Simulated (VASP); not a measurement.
# GaN (F-43m) in VASP: notebook

One crystal, GaN, is run at these levels: r2SCAN; tasks: relaxation of cell and atoms.

Everything below comes from runs of VASP 6.6.1. Logs are shortened: lines on timing, memory, paths and dates and some standing lists are left out, and cuts for length are marked.

## 1. The structure

It takes space group F-43m (No. 216, cubic). Conventional cell: a = 4.507 Å, b = 4.507 Å, c = 4.507 Å, α = 90.00°, β = 90.00°, γ = 90.00°. Ga (site symmetry -43m) has 4 N at 1.95 Å as nearest neighbours. N (site symmetry -43m) is surrounded by 4 Ga at 1.95 Å.

The cell is a database's computed one.

## 2. Relaxation of cell and atoms, r2SCAN

INCAR

```
PREC     = Accurate       # precision mode
ENCUT    = 520            # plane-wave cutoff, eV
EDIFF    = 1E-7           # SCF threshold, eV
ISMEAR   = 0              # smearing method
SIGMA    = 0.02           # smearing width, eV
LREAL    = F              # projectors in reciprocal space
LASPH    = T              # aspherical terms in the spheres
NELM     = 60             # most SCF steps
ALGO     = Normal         # electronic algorithm
ISIF     = 3              # what is computed and relaxed
LWAVE    = F              # write WAVECAR
LCHARG   = F              # write CHGCAR
METAGGA  = R2SCAN         # meta-GGA
LMIXTAU  = T            
IBRION   = 2              # ionic algorithm
NSW      = 80             # ionic steps
EDIFFG   = -0.002         # ionic threshold
```

KPOINTS

```
Automatic mesh
0
Gamma
  12 12 12
```

POSCAR

```
GaN
1.0
    0.0000000000      2.2535006100      2.2535006100
    2.2535006100      0.0000000000      2.2535006100
    2.2535006100      2.2535006100      0.0000000000
Ga N
1 1
Direct
    0.0000000000      0.0000000000      0.0000000000
    0.7500000000      0.7500000000      0.7500000000
```

Potentials or basis: VASP PAW PBE potentials, release 64 (Ga_d, N).

Command:

```console
cat potpaw_PBE.64/Ga_d/POTCAR potpaw_PBE.64/N/POTCAR > POTCAR
mpirun -np 1 vasp_std > vasp.out
```

OUTCAR:

```text
PREC = Accurate
   ENCUT = 520
   EDIFF = 1E-7
   ISMEAR = 0
   LREAL = F
   LASPH = T
   NELM = 60
   ISIF = 3
   METAGGA = R2SCAN
   IBRION = 2
   NSW = 80
   EDIFFG = -0.002

 ion  position               nearest neighbor table
   1  0.000  0.000  0.000-   2 1.95   2 1.95   2 1.95   2 1.95
   2  0.750  0.750  0.750-   1 1.95   1 1.95   1 1.95   1 1.95

  LATTYP: Found a face centered cubic cell.
 ALAT       =     4.5070012200

  Lattice vectors:

 A1 = (   0.0000000000,   2.2535006100,   2.2535006100)
 A2 = (   2.2535006100,   0.0000000000,   2.2535006100)
 A3 = (   2.2535006100,   2.2535006100,   0.0000000000)

Analysis of symmetry for initial positions (statically):
=====================================================================
 Subroutine PRICEL returns:
 Original cell was already a primitive cell.

 Routine SETGRP: Setting up the symmetry group for a
 face centered cubic supercell.

 Subroutine GETGRP returns: Found 24 space group operations
 (whereof 24 operations were pure point group operations)
 out of a pool of 48 trial point group operations.

The static configuration has the point symmetry T_d .

Analysis of symmetry for dynamics (positions and initial velocities):
=====================================================================
 Subroutine PRICEL returns:
 Original cell was already a primitive cell.

 Routine SETGRP: Setting up the symmetry group for a
 face centered cubic supercell.

 Subroutine GETGRP returns: Found 24 space group operations
 (whereof 24 operations were pure point group operations)
 out of a pool of 48 trial point group operations.

The dynamic configuration has the point symmetry T_d .

 Subroutine INISYM returns: Found 24 space group operations
 (whereof 24 operations are pure point group operations),
 and found     1 'primitive' translations

----------------------------------------------------------------------------------------

                                     Primitive cell

  volume of cell :      22.8877

  direct lattice vectors                    reciprocal lattice vectors
     0.000000000  2.253500610  2.253500610    -0.221877020  0.221877020  0.221877020
     2.253500610  0.000000000  2.253500610     0.221877020 -0.221877020  0.221877020
     2.253500610  2.253500610  0.000000000     0.221877020  0.221877020 -0.221877020

  length of vectors
     3.186931125  3.186931125  3.186931125     0.384302272  0.384302272  0.384302272

  position of ions in fractional coordinates (direct lattice)
     0.000000000  0.000000000  0.000000000
[... 97 lines left out ...]
     AMIX     =   0.40;   BMIX     =  1.00
     AMIX_MAG =   1.60;   BMIX_MAG =  1.00
  volume/ion in A,a.u.               =      11.44        77.23
  Fermi-wavevector in a.u.,A,eV,Ry     =   1.511117  2.855596 31.068543  2.283473
  Thomas-Fermi vector in A             =   2.621216
   LORBIT       =      0    0 simple, 1 ext, 2 COOP (PROOUT), +10 PAW based schemes
   METAGGA = R2SCAN    functional components
   LHFCALC =     F    Hartree Fock is set to
   AEXX    =    0.0000 exact exchange contribution
   IVDW    =     0    specifies the selected vdW correction
   LEPSILON=     F    determine dielectric tensor
   LRPA    =     F    only Hartree local field effects (RPA)
 conjugate gradient relaxation of ions
 non-spin polarized calculation
 Gauss-broadening in eV      SIGMA  =   0.02
  energy-cutoff  :      520.00
  volume of cell :       22.89
 maximum number of plane-waves:       636
   NGX = 11   NGY = 11   NGZ = 11

--------------------------------------- Ionic step        1  -------------------------------------------

 number of electron      18.0000004 magnetization

 Free energy of the ion-electron system (eV)
  ---------------------------------------------------
  ext. energy  EPLUGINS =         0.00000000
  ---------------------------------------------------
  free energy    TOTEN  =       -21.89694244 eV

  energy without entropy =      -21.89694244  energy(sigma->0) =      -21.89694244

------------------------ aborting loop because EDIFF is reached ----------------------------------------

  FORCE on cell =-STRESS in cart. coord.  units (eV):
  Direction    XX          YY          ZZ          XY          YZ          ZX
  --------------------------------------------------------------------------------------
  -------------------------------------------------------------------------------------
  Total       -0.0134988     -0.0134988     -0.0134988      0.0000000      0.0000000      0.0000000
  in kB       -0.9449368     -0.9449368     -0.9449368      0.0000000      0.0000000      0.0000000
  external PRESSURE =      -0.9449368 kB  Pullay stress =       0.0000000 kB
[... 95 lines left out ...]
--------------------------------------- Ionic step        4  -------------------------------------------

 number of electron      18.0000004 magnetization

 Free energy of the ion-electron system (eV)
  ---------------------------------------------------
  ext. energy  EPLUGINS =         0.00000000
  ---------------------------------------------------
  free energy    TOTEN  =       -21.89694799 eV

  energy without entropy =      -21.89694799  energy(sigma->0) =      -21.89694799

 E-fermi :   5.1886     XC(G=0): -12.6377

 val. band max:        5.0216093161   @ k =   0.0000   0.0000   0.0000
 cond. band min:       7.1442600490   @ k =   0.0000   0.0000   0.0000
 fundamental gap:      2.1226507329
 Fermi energy:         5.1886478290

 k-point     1 :       0.0000    0.0000    0.0000
  band No.  band energies     occupation
      1     -11.7131      2.00000
      2      -8.8092      2.00000
      3      -8.8092      2.00000
      4      -8.8091      2.00000
      5      -8.4581      2.00000
      6      -8.4581      2.00000
      7       5.0216      2.00000
      8       5.0216      2.00000
      9       5.0216      2.00000
     10       7.1443      0.00000
     11      16.0285      0.00000
     12      16.0286      0.00000
     13      16.0286      0.00000
[... 354 lines left out ...]
  band No.  band energies     occupation
      1     -10.6605      2.00000
      2      -8.7014      2.00000
      3      -8.6591      2.00000
      4      -8.4576      2.00000
      5      -8.4272      2.00000
      6      -7.1740      2.00000
      7      -1.6923      2.00000
      8       2.4703      2.00000
      9       3.6924      2.00000
     10      11.5448      0.00000
     11      13.1244      0.00000
     12      16.0531      0.00000
     13      16.8590      0.00000

 [... further k-points ...]
[... 5 lines left out ...]
  --------------------------------------------------------------------------------------
  -------------------------------------------------------------------------------------
  Total       -0.0005796     -0.0005796     -0.0005796     -0.0000000      0.0000000     -0.0000000
  in kB       -0.0405961     -0.0405961     -0.0405961     -0.0000000      0.0000000     -0.0000000
  external PRESSURE =      -0.0405961 kB  Pullay stress =       0.0000000 kB
[... 17 lines left out ...]
  FREE ENERGIE OF THE ION-ELECTRON SYSTEM (eV)
  ---------------------------------------------------
  free  energy   TOTEN  =       -21.8969479900 eV

  energy  without entropy=      -21.8969479900  energy(sigma->0) =      -21.89694799

 reached required accuracy - stopping structural energy minimisation
```

Wall time 2.3 min (1 thread of Intel Xeon Platinum 8488C (Sapphire Rapids), shared host); peak memory 0.15 GiB.

Results:

- Free energy: -21.8969 eV
- Relaxed volume: 11.44 Å³/atom
- Relaxed cell: a = 3.186 Å, b = 3.186 Å, c = 3.186 Å, α = 60.00°, β = 60.00°, γ = 60.00°
- Space group after relaxing (to 0.05 Å): F-43m (No. 216)
- Energy gained by relaxing: 0.0 meV/atom
- Ionic steps: 4
- Pressure after relaxing: 0.0 GPa
- Band gap on the k mesh: 2.12 eV, direct

Final structure:
```
Ga N
1.0
     0.00000    2.25313    2.25313
     2.25313    0.00000    2.25313
     2.25313    2.25313    0.00000
Ga N
1 1
Direct
  0.00000 0.00000 0.00000
  0.75000 0.75000 0.75000
```

Caveat: the PAW data sets were made with another functional, which shifts forces and pressure a little.

## 3. Relaxation of cell and atoms, r2SCAN

INCAR is that of step 2.

KPOINTS is that of step 2.

POSCAR

```
GaN                                     
1.0
    0.0000000000      2.2531340041      2.2531340041
    2.2531340041      0.0000000000      2.2531340041
    2.2531340041      2.2531340041      0.0000000000
  Ga              N             
     1     1
Direct
     0.0000000000000000    0.0000000000000000    0.0000000000000000
     0.7500000000000000    0.7500000000000000    0.7500000000000000
```

Potentials or basis: VASP PAW PBE potentials, release 64 (Ga_d, N).

Command:

```console
cat potpaw_PBE.64/Ga_d/POTCAR potpaw_PBE.64/N/POTCAR > POTCAR
mpirun -np 1 vasp_std > vasp.out
```

Run time: 66 s. Hardware: 1 thread of Intel Xeon Platinum 8488C (Sapphire Rapids), shared host; peak memory 0.15 GiB.

Results (log left out):

```
Free energy             : -21.8969 eV
Pressure after relaxing : 0.0 GPa
Band gap on the k mesh  : 2.12 eV, direct
```

Final structure:
```
Ga N
1.0
     0.00000    2.25313    2.25313
     2.25313    0.00000    2.25313
     2.25313    2.25313    0.00000
Ga N
1 1
Direct
  0.00000 0.00000 0.00000
  0.75000 0.75000 0.75000
```

Levels at points of the mesh, in eV from the valence-band top:
```
           k point  band 5  band 6  band 7  band 8  band 9  band 10  band 11  band 12  band 13
(0.00, 0.00, 0.00)  -13.48  -13.48    0.00    0.00    0.00     2.12    11.01    11.01    11.01
(0.50, 0.00, 0.00)  -13.43  -12.35   -7.16   -1.00   -1.00     5.17     9.44    11.00    11.00
(0.50, 0.50, 0.00)  -13.40  -11.97   -6.22   -2.78   -2.78     3.77     7.24    12.58    14.95
```

Caveat: the relaxation stopped at its first step, so nothing moved; the PAW data sets were made with another functional, which shifts forces and pressure a little. r2SCAN opens gaps a little over a GGA but as a rule still falls short of measured ones.
